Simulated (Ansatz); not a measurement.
**Ir: relaxation of cell and atoms with BLYP+D4**

Crystal: Ir.

```
CELL_PARAMETERS angstrom
2.75138 0.00000 0.00000
-1.37569 2.38276 0.00000
0.00000 0.00000 4.46229
ATOMIC_POSITIONS crystal
Ir 0.33333 0.66667 0.25000
Ir 0.66667 0.33333 0.75000
```

This isn't the form of Ir at room conditions, which is fcc.

* Program: Ansatz 0.2.0
* Task: relaxation of cell and atoms
* Functional: BLYP
* Dispersion: D4
* Potentials or basis: Ansatz PAW
* Cutoff: 420 eV (not typed: the program's choice for these potentials)
* k mesh: 11 × 11 × 6
* Occupations: fermi-dirac, width 0.05 eV
* Spin: no spin polarisation

| Item | Value |
| --- | --- |
| Relaxed volume | 14.48 Å³/atom |
| Relaxed cell | a = 2.742 Å, b = 2.742 Å, c = 4.447 Å, α = 90.00°, β = 90.00°, γ = 120.00° |
| Space group after relaxing (to 0.05 Å) | P6_3/mmc (No. 194) |
| Energy gained by relaxing | 1.6 meV/atom |
| Ionic steps | 4 |
| Pressure after relaxing | 0.0 GPa |
| Band gap on the k mesh | none (metal or under the smearing width) |

Step by step:
| step | energy change (eV) | largest force (eV/Å) | volume (Å³) |
| --- | --- | --- | --- |
| 1 | 0.0000 | 0.0000 | 29.25 |
| 2 | -0.0032 | 0.0000 | 28.97 |
| 3 | -0.0033 | 0.0000 | 28.96 |
| 4 | -0.0031 | 0.0000 | 28.96 |

Final structure:
```xyz
2
Lattice="2.7422 0.0000 0.0000 -1.3711 2.3748 0.0000 0.0000 0.0000 4.4471" Properties=species:S:1:pos:R:3 pbc="T T T"
Ir    0.0000    1.5832    1.1118
Ir    1.3711    0.7916    3.3354
```

Levels at points of the mesh, in eV from the Fermi level:
```tsv
k point	band 14	band 15	band 16	band 17	band 18	band 19	band 20	band 21
(0.00, 0.00, 0.00)	-3.08	-3.08	-2.31	-2.31	-0.45	0.27	0.27	6.88
(0.00, 0.00, -0.50)	-3.82	-3.82	-3.82	-0.47	-0.47	-0.47	-0.47	13.52
```

Wall time 5.8 s on 2 threads of Arm Neoverse V2 (shared host), peak memory 0.32 GiB.

Caveat: the plane-wave basis is chosen anew once the cell has moved, so the energies of steps on either side of that aren't comparable; pairwise dispersion overbinds metals, which lowers pressure and volume; the PAW data sets come from PBE, with cores solved anew for the run's functional, which leaves a small shift of forces and pressure. Spin-orbit coupling is left out, which matters for the levels of Ir.
